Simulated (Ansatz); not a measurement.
Consider GeO2 (space group P3_121, No. 152; a = 5.093 Å, c = 5.768 Å).

(Cell as relaxed with PBE.)

Levels (all Ansatz, a first-principles code, PAW): PBE (420 eV, no spin-orbit coupling); r2SCAN (500 eV, spin-orbit coupling left out).

Each level relaxes its own structure.

| base | PBE | r2SCAN |
|---|---|---|
| volume per atom | 14.40 Å³ | 13.59 Å³ |
| lattice parameter a | 5.093 Å | 4.989 Å |
| band gap | 3.22 eV | 4.22 eV |

It is then changed as follows: an isotropic linear strain of −1.20 %, atoms relaxed at fixed cell.

```tsv
quantity	PBE	r2SCAN
pressure (mean of the normal stresses, compression positive)	1.49 GPa	(withheld)
energy relative to the base (free energy F)	+2.3 meV/atom	(withheld)
largest internal atomic displacement	0.049 Å	(withheld)
```

Q: What does r2SCAN give?

A: 
- pressure (mean of the normal stresses, compression positive), r2SCAN: 1.66 GPa
- energy relative to the base (free energy F), r2SCAN: +2.4 meV/atom
- largest internal atomic displacement, r2SCAN: 0.047 Å

PBE's pressure lies 0.17 GPa below r2SCAN's. Neither level is exact; r2SCAN is the comparison here, not a measurement.

Stability against distortions was not tested.
